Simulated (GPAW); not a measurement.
# CdSe (Cadmoselite) (P6_3mc) in GPAW: reference runs

Aim: a first look at CdSe (Cadmoselite) with PBE, on the cell as given.

All numbers are computed with GPAW 26.7.0; they aren't measurements. Logs are shortened: lines on timing, memory, paths and dates and some standing lists are left out, and cuts for length are marked. The log counts tension as positive stress, the text compression.

**Measured values to compare with.**

From a printed reference work, data compilation, for a bulk crystal of CdSe at 2 K: band gap 1.841 eV.

The runs below are set against these values where they give the same quantity.

**1. The crystal as given**

The structure is hexagonal, space group P6_3mc (No. 186). Conventional cell: a = 4.300 Å, b = 4.300 Å, c = 7.020 Å, α = 90.00°, β = 90.00°, γ = 120.00°. Cd (site symmetry 3m) has 4 Se at 2.61 to 2.70 Å as nearest neighbours. Around Se (site symmetry 3m) lie 4 Cd at 2.61 to 2.70 Å.

**2. Single point, PBE**

run.py reads:

```python
from ase import Atoms
from ase.dft.bandgap import bandgap
from ase.io import write
from ase.units import Bohr, GPa
from gpaw import GPAW, PW
from gpaw.elf import elf_from_dft_calculation

atoms = Atoms(['Cd', 'Cd', 'Se', 'Se'],
              cell=[[4.3, 0.0, 0.0],
                    [-2.15, 3.7239092363, 0.0],
                    [0.0, 0.0, 7.02]],
              scaled_positions=[[0.6666666667, 0.3333333333, 0.5],
                                [0.3333333333, 0.6666666667, 0.0],
                                [0.6666666667, 0.3333333333, 0.885],
                                [0.3333333333, 0.6666666667, 0.385]],
              pbc=True)

calc = GPAW(mode=PW(600),
            xc='PBE',
            kpts={'size': (7, 7, 4), 'gamma': True},
            occupations={'name': 'fermi-dirac', 'width': 0.05},
            nbands=31,
            convergence={'density': 1e-05, 'energy': 1e-05},
            maxiter=150,
            txt='gpaw.txt')
atoms.calc = calc
energy = atoms.get_potential_energy()
forces = atoms.get_forces()
stress = atoms.get_stress()
calc.write('gs.gpw')
write('result.traj', atoms)
print(f'Energy: {energy:.6f} eV')
print('Forces (eV/A):')
print(forces.round(4))
print('Stress (GPa):', (stress / GPa).round(3))
print('Fermi level:', round(calc.get_fermi_level(), 4), 'eV')
print(f'Gap: {bandgap(calc)[0]:.4f} eV, direct: {bandgap(calc, direct=True)[0]:.4f} eV')

# fields on the real-space grid
write('density.cube', atoms, data=calc.get_pseudo_density() * Bohr**3)
write('potential.cube', atoms, data=calc.get_electrostatic_potential())
write('elf.cube', atoms, data=elf_from_dft_calculation(calc).data)
```

Potentials or basis: GPAW PAW data sets (gpaw-data 1.2.1), pw.

The run is started by

```sh
$ OMP_NUM_THREADS=1 python run.py
```

gpaw.txt:

```text
__  _  _
 | _ |_)|_||  |
 |__||  | ||/\| - 26.7.0

Input parameters:
  mode=PW(ecut=600.0),
  convergence={'density': 1e-05, 'energy': 1e-05},
  kpts=MonkhorstPack(size=(7, 7, 4), gamma=True),
  maxiter=150,
  nbands=31,
  occupations=Occupations(name='fermi-dirac', width=0.05),
  xc=XC(name='PBE')

Diagonalizing LCAO Hamiltonian
Converting LCAO to pw mode

            Se

        Se  Cd

        Cd

Atoms  # Å, Bohr magnetons
|   | symbol |         x |        y |        z |    initial magnetic moments |
|---|--------|-----------|----------|----------|-----------------------------|
| 0 |     Cd |  2.150000 | 1.241303 | 3.510000 | ( 0.0000,  0.0000,  0.0000) |
| 1 |     Cd | -0.000000 | 2.482606 | 0.000000 | ( 0.0000,  0.0000,  0.0000) |
| 2 |     Se |  2.150000 | 1.241303 | 6.212700 | ( 0.0000,  0.0000,  0.0000) |
| 3 |     Se | -0.000000 | 2.482606 | 2.702700 | ( 0.0000,  0.0000,  0.0000) |

Unit cell  # Å
| periodic |         x |        y |        z |  lengths |     angles |
|----------|-----------|----------|----------|----------|------------|
|      yes |  4.300000 | 0.000000 | 0.000000 | 4.300000 |  90.000000 |
|      yes | -2.150000 | 3.723909 | 0.000000 | 4.300000 |  90.000000 |
|      yes |  0.000000 | 0.000000 | 7.020000 | 7.020000 | 120.000000 |

Number of symmetries: 6
Symmetry operations  # r_c * U_cc + t_c -> r_c
|   | kind |            matrix            |
|---|------|------------------------------|
| 0 |  σ   |  1, 1, 0,  0,-1, 0,  0, 0, 1 |
| 1 |  E   |  1, 0, 0,  0, 1, 0,  0, 0, 1 |
| 2 |  C3  |  0, 1, 0, -1,-1, 0,  0, 0, 1 |
| 3 |  σ   |  0,-1, 0, -1, 0, 0,  0, 0, 1 |
| 4 |  σ   | -1, 0, 0,  1, 1, 0,  0, 0, 1 |
| 5 |  C3  | -1,-1, 0,  1, 0, 0,  0, 0, 1 |

BZ-sampling:
  Number of BZ points: 196
  Number of IBZ points: 28

  Monkhorst-Pack size: [7, 7, 4]
  Monkhorst-Pack shift: [0.0, 0.0, 0.125]

K-points  # in reciprocal-cell coordinates
|     |                                coordinates |     weight |
|-----|--------------------------------------------|------------|
|   0 | (  0.00000000,   0.00000000,   0.00000000) | 0.00510204 |
|   1 | (  0.00000000,   0.00000000,   0.25000000) | 0.01020408 |
|   2 | (  0.00000000,   0.00000000,   0.50000000) | 0.00510204 |
|   3 | (  0.14285714,   0.00000000,  -0.25000000) | 0.03061224 |
|   4 | (  0.14285714,   0.00000000,   0.00000000) | 0.03061224 |
|   5 | (  0.14285714,   0.00000000,   0.25000000) | 0.03061224 |
|   6 | (  0.14285714,   0.00000000,   0.50000000) | 0.03061224 |
|   7 | (  0.28571429,  -0.14285714,   0.00000000) | 0.03061224 |
|   8 | (  0.28571429,  -0.14285714,   0.25000000) | 0.06122449 |
|   9 | (  0.28571429,  -0.14285714,   0.50000000) | 0.03061224 |
| ... |                                            |            |
|  27 | (  0.42857143,   0.42857143,   0.50000000) | 0.03061224 |

Plane wave coefficients: 3791
Cutoff: 600.0 eV

Spin-components: 1 (collinear spins)
Bands:           31
Projectors:      22
Spin-degeneracy: 2
Datatype:        complex128

Parallelization:
  kpt:    1
  domain: 1
  band:   1

Density:
  Valence electrons: 36.0
  Components: 1
  Grid points: [25 25 40]
  Charge: 0.0  # |e|

Potential:
  Grid points: [25 25 40]

species:
  Cd:
    name:    Cadmium
    Z:       48.0
    valence: 12
    core:    36
    charge:  0.0  # [|e|]
    compensation charges:
      type: gauss
      rc: 0.38  # [Å]
      lmax: 2
    cutoffs:
      filter: 2.12  # [Å]
      core: 2.62  # [Å]
    projectors
    | kind |    occ | energy [eV] | rcut [Å] |
    |------|--------|-------------|----------|
    |   5s |  2.000 |      -5.655 |    1.191 |
    |   5p |  0.000 |      -1.186 |    1.228 |
    |   4d | 10.000 |     -11.739 |    1.164 |
    |    s |        |      21.556 |    1.191 |
    |    p |        |      26.026 |    1.228 |
    |    d |        |      15.473 |    1.164 |

    Using partial waves for Cd as LCAO basis

  Se:
    name:    Selenium
    Z:       34.0
    valence: 6
    core:    28
    charge:  0.0  # [|e|]
    compensation charges:
      type: gauss
      rc: 0.27  # [Å]
      lmax: 2
    cutoffs:
      filter: 1.77  # [Å]
      core: 2.67  # [Å]
    projectors
    | kind |    occ | energy [eV] | rcut [Å] |
    |------|--------|-------------|----------|
    |   4s |  2.000 |     -17.277 |    0.847 |
    |   4p |  4.000 |      -6.512 |    1.005 |
    |    s |        |       9.935 |    0.847 |
    |    p |        |      20.699 |    1.005 |
    |    d |        |       0.000 |    0.847 |

    Using partial waves for Se as LCAO basis

Reference energy: -436553.300934  # eV

eigensolver:
  PPCG
  Converge bands: occupied
  niter=2

density mixing:
  MSR1-Mixer
  Pratt-step length: 0.05
  Maximum mixing coefficient: 0.75
  Old densities: 10
  SVD Regularization: 0.005
  Good broyden scale: 1.0
  Trust region scale: 1.0
  Backstep threshold: 4.0
  History deletion threshold: 6.0
  Fourier metric: weight=20.0, sigma=0.015

occupation numbers:
  Fermi-Dirac:
    width: 0.0500  # eV

poisson solver:
  ecut: 4800.0  # eV

xc functional:
  name: PBE with 2 nearest neighbor stencil

convergence criteria:
- Maximum integral of absolute [dens]ity change: 1e-05 electrons / valence electron
- Maximum [total energy] change in last 3 cyles: 1e-05 eV / valence electron
- Maximum integral of absolute [eigenst]ate change: 4e-08 eV^2 / valence electron
maximum number of iterations: 150

SCF iterations
|iter     | |      energy | eigst |  dens |
|---------|-|-------------|-------|-------|
|iter:   1| |  -12.014333 | -0.56 |       |
|iter:   2| |  -11.862597 | -2.49 | -1.17 |
|iter:   3| |  -11.317106 | -1.51 | -1.22 |
|iter:   4| |  -11.314880 | -3.30 | -1.79 |
|iter:   5| |  -11.314286 | -3.75 | -2.24 |
|iter:   6| |  -11.314356 | -5.16 | -2.94 |
|iter:   7| |  -11.314364c| -6.49 | -3.52 |
|iter:   8| |  -11.314364c| -7.37 | -4.42 |
|iter:   9| |  -11.314364c| -7.69c| -4.72 |
|iter:  10| |  -11.314364c| -8.07c| -5.21c|

Converged in 10 steps
Energy contributions relative to reference atoms: (reference = -436553.300934)

Energy contributions:
  Kinetic:          41.151794
  Coulomb:         -37.045129
  Zero:              0.100876
  External:          0.000000
  Xc:              -15.521896
  Entropy:          -0.000016
  Spinorbit:         0.000000
  ----------------------------
  Free energy:     -11.314372
  Extrapolated:    -11.314364

dipole moment: (0.000004, 0.000011, -18.328887)  # |e|*Ang

Fermi level: 4.010
Eigenvalues  # (at kpt = [0.000, 0.000, 0.000])
| band index |      eig [eV] | occ [0-2] |
|------------|---------------|-----------|
|          0 |        -8.968 |     2.000 |
|        ... |               |           |
|         10 |        -3.835 |     2.000 |
|         11 |        -3.553 |     2.000 |
|         12 |        -0.620 |     2.000 |
|         13 |         2.906 |     2.000 |
|         14 |         2.906 |     2.000 |
|         15 |         3.617 |     1.999 |
[... 8 lines left out ...]
|         24 |        10.604 |     0.000 |
|         25 |        11.330 |     0.000 |
|        ... |               |           |
|         30 |        14.636 |     0.000 |

Gap: 0.696 eV
Transition (v -> c):
  (s=0, k=0, n=17, [0.00, 0.00, 0.00]) -> (s=0, k=0, n=18, [0.00, 0.00, 0.00])
No difference between direct/indirect transitions

Forces  # eV/Ang
|        x |       y |        z |
|----------|---------|----------|
| -0.00000 | 0.00000 |  0.28092 |  # Cd   0
|  0.00000 | 0.00000 |  0.28137 |  # Cd   1
|  0.00000 | 0.00000 | -0.28102 |  # Se   2
|  0.00000 | 0.00000 | -0.28127 |  # Se   3

Stress tensor  # eV/Ang^3
|         x |         y |         z |
|-----------|-----------|-----------|
| -0.021586 | -0.000000 | -0.000000 |
| -0.000000 | -0.021586 |  0.000000 |
| -0.000000 |  0.000000 | -0.009121 |

# Writing to gs.gpw (mode='')
```

Wall time 54 s (1 thread of Arm Neoverse V1, shared host); peak memory 0.24 GiB.

What came out:

```yaml
Free_energy: -11.3144 eV
Pressure: 2.8 GPa
Largest_force: 0.281 eV/Å
Band_gap_on_the_k_mesh: 0.70 eV, direct
```

Forces in eV/Å, atoms in the order of the input:
```
Cd   0.000  0.000  0.281
Cd   0.000  0.000  0.281
Se   0.000  0.000 -0.281
Se   0.000  0.000 -0.281
```

Levels at points of the mesh, in eV from the valence-band top:
```csv
k point,band 14,band 15,band 16,band 17,band 18,band 19,band 20,band 21,band 22,band 23
"(0.00, 0.00, 0.00)",-0.72,-0.72,-0.01,0.00,0.00,0.70,2.11,5.86,5.86,6.11
"(0.00, 0.00, 0.50)",-2.57,-0.38,-0.38,-0.38,-0.38,2.33,2.33,5.81,5.81,6.24
```

**3. Against experiment**

Step 2. A measured gap of CdSe is 1.841 eV (2 K; a printed reference work, data compilation); the calculated 0.70 eV misses it by -1.14 eV. So large a miss can be the level of theory's own, or it may mean another phase, state or a wrong row. Spin-orbit coupling on Cd, Se is left out. The value is that of PBE, without temperature or zero-point motion. Semilocal functionals fall short of measured gaps as a rule.
